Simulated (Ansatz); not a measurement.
The cell is COD entry 1011050, as deposited and not checked against the literature; nothing was relaxed. It is an old determination, and later ones may differ. The listed cell was then made from it by scaling, straining or moving an atom.

AgI: DFT, LDA, all-electron PAW with datasets made for the crystal, scalar-relativistic (Ansatz 0.2.0). What sets it apart from a plain run of this crystal: zz strain of +3 %.

Command: `ansatz run input.yaml --threads 1 --pin off --max-ram 6144MiB --backend cpu --events-out ev --progress --plain --runs-dir out` The run took 22 s on 1 thread of Arm Neoverse V1, with other jobs on the host, peak memory 0.66 GiB.

```yaml
crystal:
  lattice:
    - [4.5800015808, 0.0, 0.0]
    - [-2.2900007904, 3.9663977183, 0.0]
    - [0.0, 0.0, 7.7353]
  atoms:
    - { symbol: Ag, position: [0.3333333333, 0.6666666667, 0.0] }
    - { symbol: Ag, position: [0.6666666667, 0.3333333333, 0.5] }
    - { symbol: I, position: [0.3333333333, 0.6666666667, 0.375] }
    - { symbol: I, position: [0.6666666667, 0.3333333333, 0.875] }
kpoints:
  mp_grid: { grid: [8, 8, 4] }
scf:
  occupations: { method: fermi_dirac, width: 0.01 }
hamiltonian:
  xc: lda
  pseudopotentials: { kind: all_electron, datasets: crystal }
output:
  forces: true
  stress: true
  eigenvalues: true
  efg: { contact_densities: true }
```

Output (standing set-up lines are left out):

```
Crystal: 4 atoms, lattice volume = 140.520 Å³
Basis set: ecut = 240 eV, 1153 PW (Γ)
Space group: P63mc (ITA 186), of the structure as read, at distance tolerance 5.2e-5 Å
iter 1 solved again at ethr=3.43e-3 eV; its pass at ethr=1.00e-1 eV (dr2=1.23e0 eV) is discarded
SCF iter   1: F=—  HF=-676018.878642 eV  |F-HF|=—  |Δ(HF+E_count)|=         —  Δρ=2.35e-2  dr2=1.03e0  ethr=3.43e-3  ⟨swp⟩=4.9  Hψ=3650  notcnv=0
preconditioner: auto → Resta (q_TF=auto, 2.174 Å⁻¹)  ε∞=6.9  [insulator: Δε(μ)=0.862 eV  Ē_g=7.762 eV  σ=0.010 eV  W_gap=1.00  n_scr=22 (ndim 8)  ℏωp=18.8 eV  f_vac=0.049  D(μ)=0.00/eV (n_scr^D=0)  ε∞_Penn≈6.9]
SCF iter   2: F=—  HF=-676018.613765 eV  |F-HF|=—  |Δ(HF+E_count)|=   2.65e-1  Δρ=7.57e-3  dr2=1.05e-1  ethr=2.86e-3  ⟨swp⟩=3.0  Hψ=1456  notcnv=0
SCF iter   3: F=—  HF=-676018.551163 eV  |F-HF|=—  |Δ(HF+E_count)|=   6.26e-2  Δρ=3.27e-3  dr2=1.81e-2  ethr=2.91e-4  ⟨swp⟩=3.5  Hψ=1811  notcnv=0  defer=10
SCF iter   4: F=—  HF=-676018.550209 eV  |F-HF|=—  |Δ(HF+E_count)|=   9.54e-4  Δρ=1.97e-3  dr2=4.70e-3  ethr=5.03e-5  ⟨swp⟩=3.8  Hψ=1936  notcnv=0  defer=6
SCF iter   5: F=—  HF=-676018.551064 eV  |F-HF|=—  |Δ(HF+E_count)|=   8.55e-4  Δρ=9.60e-4  dr2=1.27e-3  ethr=1.31e-5  ⟨swp⟩=2.5  Hψ=1335  notcnv=0  defer=5
iter 6 solved again at ethr=1.84e-7 eV; its pass at ethr=3.53e-6 eV (dr2=6.61e-5 eV) is discarded
SCF iter   6: F=—  HF=-676018.550892 eV  |F-HF|=—  |Δ(HF+E_count)|=   1.72e-4  Δρ=2.12e-4  dr2=6.54e-5  ethr=1.84e-7  ⟨swp⟩=3.0  Hψ=3017  notcnv=0  defer=1
SCF iter   7: F=—  HF=-676018.550940 eV  |F-HF|=—  |Δ(HF+E_count)|=   4.84e-5  Δρ=1.16e-4  dr2=1.98e-5  ethr=1.82e-7  ⟨swp⟩=2.1  Hψ=1205  notcnv=0  defer=1
SCF iter   8: F=—  HF=-676018.550943 eV  |F-HF|=—  |Δ(HF+E_count)|=   2.89e-6  Δρ=3.17e-5  dr2=1.57e-6  ethr=5.49e-8  ⟨swp⟩=3.0  Hψ=1658  notcnv=0  defer=1
SCF iter   9: F=—  HF=-676018.550944 eV  |F-HF|=—  |Δ(HF+E_count)|=   7.74e-7  Δρ=8.78e-6  dr2=1.72e-7  ethr=4.36e-9  ⟨swp⟩=2.1  Hψ=1209  notcnv=0  defer=1
SCF iter  10: F=-676018.550944 eV  HF=-676018.550944 eV  |F-HF|=4.66e-10  |Δ(HF+E_count)|=   3.77e-8  Δρ=1.89e-6  dr2=6.79e-9  ethr=4.77e-10  ⟨swp⟩=3.0  Hψ=1373  notcnv=0  defer=1
SCF 1 converged in 10 iterations: F = -676018.550945 eV  dr2 = 6.79e-9
  Residual-converged pass: ⟨swp⟩=3.8  Hψ=1743  notcnv=0  max |occ|·‖R‖ = 6.6e-6 eV (tolerance 6.7e-6 eV)  dr2=6.96e-9  dr2_onsite=3.12e-9  max |Δocc| = 0.0e0
  greatest PAW one-centre occupation: 0.929 electrons in one spin orbital (limit 2), on the Ag atom at site 1 (counted from 0), in its partial waves of l = 2
SCF converged after 10 iterations
Free energy (F): -676018.550945 eV
Harris-Foulkes:  -676018.550945 eV  (|F-HF|=4.66e-10)
Internal energy: -676018.550945 eV  (E = F + TS)
E sigma→0 (E₀):  -676018.550945 eV
Past the cutoff: the bands carry plane waves up to 1.75 times it, of which those up to 1.5 times it add -0.000342 eV an atom, each by itself; the spheres take 0.000535 eV an atom off the energy for waves past 1.75 times it
By the cutoff:   a pressure is off by up to 0.007 GPa (1.2 times the spheres' own share and the shells' term, over an atom's volume, and 0.004 GPa: a bound that held against runs at twice the plane waves)
Past the cutoffs: a stress includes 0.0008 GPa for waves and charges beyond them, in addition to the slope of what the spheres take
In the spheres:  the bands' charges fall short by 1.1e-6 e at most (sound up to 1e-3), those of shells solved beside the bands by 1.8e-7 e (sound up to 5e-4)
Fermi energy:    7.943756 eV
--- Per-component energies (eV) ---
  The terms above E_closure are by the made datasets' own strengths, without shells solved beside the bands.
--- Forces (eV/Å), atoms counted from 1 ---
  atom   1  Ag    -0.00000000     0.00000000     0.07341650
  atom   2  Ag     0.00000000    -0.00000000     0.07341650
  atom   3  I     -0.00000000    -0.00000000    -0.07341390
  atom   4  I     -0.00000000     0.00000000    -0.07341390
  max |Σ_I F_I| component: 5.19e-6 eV/Å
--- Stress (GPa, compression-positive) ---
       -2.517459       0.000000      -0.000000
        0.000000      -2.517459       0.000000
       -0.000000       0.000000      -3.848975
  P = ⅓ Tr σ = -2.9613 GPa (-29.613 kbar)
  It holds what live shells' own plane waves past their cutoff add
--- PAW observables at the nuclei: V_zz in 10²¹ V/m², potentials from the cell's mean, atoms counted from 1 ---
  atom   1  Ag V_zz =    +1.253987   η = 0.0000   by run symmetry: allowed
            electrostatic potential = -7469.174019 V   contact ρ = 944493.406525 e/Å³
  atom   2  Ag V_zz =    +1.253987   η = 0.0000   by run symmetry: allowed
            electrostatic potential = -7469.174019 V   contact ρ = 944493.406525 e/Å³
  atom   3  I  V_zz =    +0.864219   η = 0.0000   by run symmetry: allowed
            electrostatic potential = -8882.596956 V   contact ρ = 1597425.071378 e/Å³
  atom   4  I  V_zz =    +0.864219   η = 0.0000   by run symmetry: allowed
            electrostatic potential = -8882.596956 V   contact ρ = 1597425.071378 e/Å³
--- Band table (eV; the first three rows and the last of 30) ---
  k-point 0: bands = ["-5.3939", "-5.1457", "3.2821", "3.2821", "3.3237", "3.3540", "3.4027", "3.4027", "4.3452", "4.3452", "4.4291", "4.4291", "4.5259", "6.7881", "6.7881", "7.2544", "7.4171", "7.4171", "8.4635", "9.9324"]
  k-point 1: bands = ["-5.3589", "-5.1834", "3.2868", "3.2916", "3.2964", "3.2964", "3.3812", "3.3812", "4.3600", "4.3600", "4.4197", "4.4197", "4.8688", "6.5883", "6.8756", "6.8756", "7.3198", "7.3198", "9.1391", "9.9521"]
  k-point 2: bands = ["-5.2726", "-5.2726", "3.2489", "3.2489", "3.3353", "3.3353", "3.3353", "3.3353", "4.3925", "4.3925", "4.3925", "4.3925", "5.6480", "5.6480", "7.0928", "7.0928", "7.0928", "7.0928", "9.8271", "9.8271"]
  k-point 29: bands = ["-5.0497", "-5.0497", "3.2654", "3.2654", "3.4571", "3.4571", "3.7058", "3.7058", "4.3394", "4.3394", "4.5410", "4.5410", "4.6683", "4.6683", "5.5892", "5.5892", "6.2190", "6.2190", "10.9981", "10.9981"]
```
